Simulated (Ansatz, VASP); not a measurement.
**One calculation of BN, two programs**

```xyz
2
Lattice="0.0000 1.8130 1.8130 1.8130 0.0000 1.8130 1.8130 1.8130 0.0000" Properties=species:S:1:pos:R:3 pbc="T T T"
N     0.9065    0.9065    0.9065
B     0.0000    0.0000    0.0000
```

The cell is a database's computed one.

Alike in both runs: task band structure; functional PBE; k mesh 13 × 13 × 13; occupations fermi-dirac, width 0.05 eV; no spin polarisation.

|  | VASP | Ansatz |
| --- | --- | --- |
| version | VASP 6.6.1 | Ansatz 0.2.0 |
| potentials or method | VASP PAW PBE potentials, release 64 (N_GW, B_GW) | Ansatz PAW |
| plane-wave cutoff (eV) | 600 | 420 |
| valence electrons in the cell | 8 | 8 |

Ansatz gave:

| Quantity | Value |
| --- | --- |
| gap on the k mesh at the Fermi level (eV) | 4.54 |
| least direct gap on the mesh (eV) | 8.79 |
| gap along the band path (eV) | 4.46 |
| pressure (GPa) | -0.4 |

Which values does VASP return?

gap on the k mesh at the Fermi level (eV): 4.53; least direct gap on the mesh (eV): 8.78; gap along the band path (eV): 4.45; pressure (GPa): -0.5.

With one functional, cell and mesh, what is left measures potentials, basis and numerics.

Caveats: the k mesh misses the band edges, so the gap on the mesh is wider than the one along the path (Ansatz); the pressure holds a Pulay correction of +1.1 GPa for the finite cutoff (Ansatz). Expect the measured gap to be larger: semilocal functionals such as PBE lack the derivative discontinuity.
